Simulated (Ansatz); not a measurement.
How far is PAW off for Mg2Ge?

```xyz
3
Lattice="0.0000 3.1843 3.1843 3.1843 0.0000 3.1843 3.1843 3.1843 0.0000" Properties=species:S:1:pos:R:3 pbc="T T T"
Mg    4.7764    4.7764    4.7764
Mg    1.5921    1.5921    1.5921
Ge    0.0000    0.0000    0.0000
```

Atoms are numbered in the order listed.

The cell is the one relaxed in the Materials Project (mp-408), not relaxed further here; entries there can be hypothetical.

Levels of theory: DFT, PBEsol, PAW with Ansatz's default frozen-core files, scalar-relativistic (Ansatz 0.2.0); DFT, PBEsol, all-electron PAW with datasets made for the crystal, scalar-relativistic (Ansatz 0.2.0); DFT, PBEsol, all-electron LAPW, scalar-relativistic (Ansatz 0.2.0).

For PAW: a Γ-centred 9×9×9 k mesh, Fermi–Dirac smearing of 0.08 eV, cutoff 420 eV, no spin polarisation; the PAW files were made with PBE, and the program remakes their frozen cores for this functional. The crystal-made all-electron datasets (AE datasets) take a cutoff of 120 eV at this cell. LAPW targets a basis error of 0.5 meV/atom. The Ansatz runs share mesh, smearing and spin set-up. Plane-wave (PAW) pressures include the program's estimate of the Pulay term.

Stress and pressure are positive in compression.

Levels count from the top of the valence band.

```
                      quantity     PAW  AE datasets    LAPW
                pressure (GPa)   -0.12        -0.14   -0.14
                 band gap (eV)   0.087        0.087   0.087
highest filled level at X (eV)  -2.016       -2.016  -2.016
  lowest empty level at X (eV)   0.087        0.087   0.087
highest filled level at Γ (eV)   0.000        0.000   0.000
  lowest empty level at Γ (eV)   1.022        1.025   1.024
highest filled level at U (eV)  -1.682       -1.682  -1.682
  lowest empty level at U (eV)   0.689        0.689   0.689
```

PAW's pressure differs from the LAPW value by +0.02 GPa.
